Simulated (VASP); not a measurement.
TiO2 (Anatase):

```xyz
6
Lattice="-1.8921 1.8921 4.7573 1.8921 -1.8921 4.7573 1.8921 1.8921 -4.7573" Properties=species:S:1:pos:R:3 pbc="T T T"
Ti    0.0000    1.8921    2.3786
Ti    0.0000    0.0000    0.0000
O     0.0000    0.0000    7.5346
O     0.0000    1.8921    0.3987
O     0.0000    1.8921    4.3586
O     0.0000    0.0000    1.9800
```

- Program: VASP 6.6.1
- Task: single point
- Functional: PBEsol
- Potentials or basis: VASP PAW PBE potentials, release 64 (Ti_sv, O)
- Cutoff: 520 eV
- k mesh: 10 × 10 × 10
- Occupations: fermi-dirac, width 0.05 eV
- Spin: no spin polarisation

On this cell: pressure -0.4 GPa; largest force 0.012 eV/Å; band gap on the k mesh 2.06 eV, indirect (least direct gap 2.40 eV).

The same run follows on a disturbed copy (atoms moved at random, drawn with an rms of 0.05 Å):

```xyz
6
Lattice="-1.8921 1.8921 4.7573 1.8921 -1.8921 4.7573 1.8921 1.8921 -4.7573" Properties=species:S:1:pos:R:3 pbc="T T T"
Ti   -0.0099    1.8803    2.4010
Ti   -0.0114    0.0122   -0.0021
O     0.0186   -0.0285    7.5182
O    -0.0010    1.8975    0.3808
O    -0.0460    1.8477    4.3961
O    -0.0004    0.0216    1.9962
```

Task: What changes?

Result: The energy moves by +9.2 meV/atom; pressure -1.3 GPa; largest force 0.905 eV/Å; band gap on the k mesh 1.99 eV, indirect (least direct gap 2.38 eV).

Forces in eV/Å, atoms in the order of the input:
```
Ti   0.056  0.053 -0.326
Ti  -0.077 -0.023  0.262
O   -0.618  0.238  0.303
O   -0.152 -0.082  0.329
O    0.763  0.216 -0.436
O    0.028 -0.402 -0.132
```

Stress tensor (GPa, compression positive):
```
 1.13 -0.03  1.17
-0.03 -1.78 -0.15
 1.17 -0.15 -3.15
```

Caveats: the PAW data sets were made with another functional, which shifts forces and pressure a little.

A k mesh can miss the band edges.
